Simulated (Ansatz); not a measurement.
# Ti in Ansatz: the effect of target pressure

Ti:

```
Ti
1.0
     2.95000    0.00000    0.00000
    -1.47500    2.55477    0.00000
     0.00000    0.00000    4.68000
Ti
2
Direct
  0.66667 0.33333 0.75000
  0.33333 0.66667 0.25000
```

Alike in all runs:

| Quantity | Value |
| --- | --- |
| Program | Ansatz 0.2.0 |
| Task | relaxation of cell and atoms |
| Functional | PBEsol |
| Potentials or basis | Ansatz PAW |
| Cutoff | 420 eV (not typed: the program's choice for these potentials) |
| k mesh | 10 × 10 × 6 |
| Occupations | fermi-dirac, width 0.05 eV |
| Spin | no spin polarisation |

Each run relaxes the cell or the atoms first.

```tsv
target pressure	relaxed volume (Å³/atom)
0 GPa	16.73
2 GPa	16.45
5 GPa	16.08
10 GPa	15.53
20 GPa	?
30 GPa	13.90
```

What does the run with target pressure 20 GPa give?

Relaxed volume 14.62 Å³/atom.

Worked out: In Murnaghan's law V^(-B') rises as a straight line in P. The other rows fit best with B' = 3.2, V0 = 16.73 Å³/atom and B0 = 119 GPa, which gives 14.62 Å³/atom at 20 GPa, against the run's 14.62.

Caveats: the plane-wave basis is chosen anew once the cell has moved, so the energies of steps on either side of that aren't comparable; the PAW data sets come from PBE, with cores solved anew for the run's functional, which leaves a small shift of forces and pressure; the volume moved by over 15 % at a fixed basis, so the end points are rough (some runs).

Runs at the PBE level aren't shown here.
